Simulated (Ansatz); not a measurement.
# WS2: the cost of one run

Computed with Ansatz 0.2.0 (DFT PBEsol, scalar-relativistic, plane waves, PAW, unless a step's input says otherwise).

3 further runs of the same task are left out: 3 set aside as unsound or not needed.

## Step 1: The starting structure

The structure is hexagonal, space group P-6m2 (No. 187). Conventional cell: a = 3.146 Å, b = 3.146 Å, c = 16.953 Å, α = 90.00°, β = 90.00°, γ = 120.00°. Around W (site symmetry -6m2) lie 6 S at 2.40 Å. S (site symmetry 3m) is surrounded by 3 W at 2.40 Å.

As a file:

```cif
data_structure
_symmetry_space_group_name_H-M 'P-6m2'
_symmetry_Int_Tables_number 187
_cell_length_a 3.1458
_cell_length_b 3.1458
_cell_length_c 16.9534
_cell_angle_alpha 90.000
_cell_angle_beta 90.000
_cell_angle_gamma 120.000
_cell_volume 145.29
loop_
_atom_site_label
_atom_site_type_symbol
_atom_site_symmetry_multiplicity
_atom_site_Wyckoff_symbol
_atom_site_fract_x
_atom_site_fract_y
_atom_site_fract_z
_atom_site_occupancy
W1 W 1 c 0.33333 0.66667 0.00000 1
S1 S 2 i 0.66667 0.33333 0.90758 1
```

It goes back to an entry of the Materials Project, which need not be the stable form.

This cell was relaxed beforehand with the same method: volume 48.43 Å³/atom, gap on the mesh 1.94 eV.

## Step 2: The reference cell

The reference gives a free energy of -12029.0546 eV, pressure -0.01 GPa, largest force 0.002 eV/Å and gap on the mesh 1.94 eV. It was computed beforehand with the settings of the runs below.

## Step 3: Setting up a sublattice displacement scan

Every S atom is moved by x along the Cartesian unit vector (0.000, 0.000, 1.000); the cell and all other atoms stay fixed. Forces below are components along that vector, summed over the moved atoms.

## Step 4: Point x = -0.100 Å

input.yaml

```yaml
crystal:
  lattice:
    - [3.1457762098, 0.0, 0.0]
    - [-1.5728881049, 2.7243221123, 0.0]
    - [0.0, 0.0, 16.9534209708]
  atoms:
    - { symbol: W, position: [0.3333333333, 0.6666666667, 0.0] }
    - { symbol: S, position: [0.6666666667, 0.3333333333, 0.9016776335] }
    - { symbol: S, position: [0.6666666667, 0.3333333333, 0.0865253375] }
basis:
  ecutwfc: 420
kpoints:
  mp_grid: { grid: [12, 12, 2] }
hamiltonian:
  xc: pbesol
scf:
  occupations: { method: gaussian, width: 0.05 }
output:
  forces: true
  stress: true
  eigenvalues: true
```

Run with:

```console
ansatz run input.yaml --threads 1 --pin off --max-ram 2560MiB --backend cpu --events-out ev --progress --plain --runs-dir out
```

Q: Estimate wall time and peak memory on 1 thread of Arm Neoverse V2, shared host.

About 6.4 s, with a peak of 0.36 GiB.
